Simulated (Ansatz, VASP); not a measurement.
One calculation of Au, two programs

The input run.py:

```python
from ase.calculators.vasp import Vasp
from ase.dft.bandgap import bandgap
from ase.spacegroup import crystal

atoms = crystal(
    ['Au'],
    basis=[[0.0, 0.0, 0.0]],
    spacegroup=225,
    setting=1,
    cellpar=[4.07, 4.07, 4.07, 90.0, 90.0, 90.0],
    primitive_cell=True,
)
calc = Vasp(
    directory='calc',
    xc='pbesol',
    pp='PBE',
    setups='materialsproject',
    prec='Accurate',
    encut=520,
    ediff=1e-06,
    ismear=-1,
    sigma=0.05,
    lreal=False,
    lasph=True,
    nelm=100,
    algo='Normal',
    isif=2,
    lwave=False,
    lcharg=True,
    lmaxmix=4,
    ivdw=12,
    kpts=[11, 11, 11],
    gamma=True,
    nbands=12,
)
atoms.calc = calc

print('energy (eV):', atoms.get_potential_energy())
print('free energy (eV):', atoms.get_potential_energy(force_consistent=True))
efermi = calc.get_fermi_level()
print('Fermi level (eV):', efermi)
path = atoms.cell.bandpath(npoints=60, eps=1e-4)
print('path:', path.path)
calc.set(kpts=path.kpts, reciprocal=True, icharg=11, isym=0, lcharg=False)
calc.calculate(atoms)
print('gap on the path (eV):', bandgap(calc, efermi=efermi)[0])
print('direct gap on the path (eV):', bandgap(calc, efermi=efermi, direct=True)[0])
```

input.yaml

```yaml
crystal:
  lattice:
    - [0.0, 2.035, 2.035]
    - [2.035, 0.0, 2.035]
    - [2.035, 2.035, 0.0]
  atoms:
    - { symbol: Au, position: [0.0, 0.0, 0.0] }
hamiltonian:
  xc: pbesol
  pseudopotentials: { kind: paw }
  dispersion: d3bj
kpoints:
  mp_grid: { grid: [11, 11, 11] }
scf:
  occupations: { method: fermi_dirac, width: 0.05 }
output:
  forces: true
  stress: true
  eigenvalues: true
```

Alike in both runs: functional PBEsol; dispersion D3(BJ); k mesh 11 × 11 × 11; occupations fermi-dirac, width 0.05 eV; no spin polarisation.

```csv
,VASP,Ansatz
version,VASP 6.6.1,Ansatz 0.2.0
potentials or method,"VASP PAW PBE potentials, release 64 (Au)",Ansatz PAW
plane-wave cutoff (eV),520,420
valence electrons in the cell,11,19
task,band structure,single point
```

Ansatz gave:

```
dispersion energy (meV/atom) : -638.9
```

Task: What did VASP give for the same quantities?

Result: Dispersion energy (meV/atom): -638.7.

The two sets of potentials don't hold the same shells in valence.

Caveats: spin-orbit coupling is left out, which moves the levels of the heavy elements (VASP).
